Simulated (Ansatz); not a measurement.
Rock-salt NaBr was calculated with Hartree–Fock in Ansatz (plane waves, PAW).

The input as run:

Ansatz 0.2 input:
```yaml
crystal:
  lattice:
    - [0.0, 3.1287852438, 3.1287852438]
    - [3.1287852438, 0.0, 3.1287852438]
    - [3.1287852438, 3.1287852438, 0.0]
  atoms:
    - { symbol: Na, position: [0.0, 0.0, 0.0] }
    - { symbol: Br, position: [0.5, 0.5, 0.5] }
basis:
  ecutwfc: 460
  ecutrho_ratio: 4
  xc_grid: 2
kpoints:
  mp_grid: { grid: [8, 8, 8] }
hamiltonian:
  xc: hf
  dispersion: none
  pseudopotentials: { kind: paw }
scf:
  occupations: { method: fermi_dirac, width: 0.01 }
  convergence: { dr2_threshold: 0.0000000002 }
output:
  forces: true
  stress: true
  eigenvalues: true
```

**Question.** How many irreducible k-points, plane waves at Γ does the program set up, and what pressure does the run end with?

**Answer.** 29 irreducible k-points, 1363 plane waves at Γ; P = -0.76 GPa, so the cell is stretched on average and its volume would shrink at this level.

Output (set-up and result lines):

```
WARN output.stress: scf.exx.energy_threshold = 1e-6 eV is looser than the 2e-8 eV advised for a stress under a hybrid functional (1e-8 eV for each atom of the …
Crystal: 2 atoms, lattice volume = 61.257 Å³
Basis set: ecut = 460 eV, 1363 PW (Γ), exchange–correlation on 64×64×64 points (8 copies of the dense FFT grid, shifted against one another)
Bands: 12, of which v1, the nominal top of the filled ones, is band 8 counted from 1 (7 counted from 0)
Symmetry: 48 space group operations
Space group: Fm-3m (ITA 225), of the structure as read, at distance tolerance 3.9e-5 Å
k-points: 29 of 512
Functional: x = pbe(κ = 0.804, μ = 0.2195149727645171), c = none, warm-up for x = 0 pbe(κ = 0.804, μ = 0.2195149727645171) + 1 exact, c = none
SCF iter   1: F=—  HF=-4215.529107 eV  |F-HF|=—  |Δ(HF+E_count)|=         —  Δρ=7.60e-3  dr2=4.65e-2
SCF iter   2: F=-4215.509422 eV  HF=-4215.509602 eV  |F-HF|=1.81e-4  |Δ(HF+E_count)|=   1.95e-2  Δρ=8.21e-4  dr2=4.32e-4
Crystal: 2 atoms, lattice volume = 61.257 Å³
Initial density: handed on by an earlier stage of this run
Functional: x = 0 pbe(κ = 0.804, μ = 0.2195149727645171) + 1 exact, c = none
  ...
Crystal: 2 atoms, lattice volume = 61.257 Å³
Crystal: 2 atoms, lattice volume = 61.257 Å³
Crystal: 2 atoms, lattice volume = 61.257 Å³
SCF iter   3: F=—  HF=-4224.737027 eV  |F-HF|=—  |Δ(HF+E_count)|=   1.77e-9  Δρ=1.35e-6  dr2=7.21e-10
SCF iter   4: F=-4224.737027 eV  HF=-4224.737027 eV  |F-HF|=1.46e-10  |Δ(HF+E_count)|=  3.91e-10  Δρ=5.65e-7  dr2=9.27e-11
SCF 5 converged in 4 iterations: F = -4224.737027 eV  dr2 = 9.27e-11
Free energy (F): -4224.737027 eV
Internal energy: -4224.737027 eV  (E = F + TS)
E sigma→0 (E₀):  -4224.737027 eV
Fermi energy:    2.369598 eV
--- Forces (eV/Å), atoms counted from 1 ---
  atom   1  Na    -0.00000000     0.00000000    -0.00000000
  atom   2  Br     0.00000000    -0.00000000     0.00000000
--- Stress (GPa, compression-positive) ---
       -0.761948      -0.000000      -0.000000
       -0.000000      -0.761948       0.000000
       -0.000000      -0.000000      -0.761948
  P = ⅓ Tr σ = -0.7619 GPa (-7.619 kbar)
```

The cell is one volume of an energy–volume scan, off the minimum.

The PAW data were made under PBE.

Note: the cell is over a tenth larger than the published one (another phase or state, or a fault of the published cell, is possible).

Cost on a shared machine: roughly 60 core-seconds.

Ansatz is an electronic-structure program.
